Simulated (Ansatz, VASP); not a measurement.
**ZnS: VASP beside Ansatz**

```
Zn S
1.0
     3.84513    0.00000    0.00000
    -1.92257    3.32998    0.00000
     0.00000    0.00000    6.30572
Zn S
2 2
Direct
  0.33333 0.66667 0.00024
  0.66667 0.33333 0.50024
  0.33333 0.66667 0.37476
  0.66667 0.33333 0.87476
```

Alike in both runs: functional PBE; k mesh 9 × 9 × 6; occupations gaussian, width 0.02 eV; no spin polarisation.

Ansatz relaxed the structure, and its values are those at the end. VASP's run is a single point on that final structure, the one shown.

```csv
,VASP,Ansatz
version,VASP 6.6.1,Ansatz 0.2.0
potentials or method,"VASP PAW PBE potentials, release 64 (Zn, S)","scalar-relativistic, plane waves, PAW"
plane-wave cutoff (eV),520,420
valence electrons in the cell,36,36
```

Ansatz gave:

| Quantity | Value |
| --- | --- |
| gap on the k mesh at the Fermi level (eV) | 2.07 |
| least direct gap on the mesh (eV) | 2.07 |
| pressure (GPa) | 0.0 |

Task: What did VASP give for the same quantities?

Result: gap on the k mesh at the Fermi level (eV): 2.08; least direct gap on the mesh (eV): 2.08; pressure (GPa): 0.1.
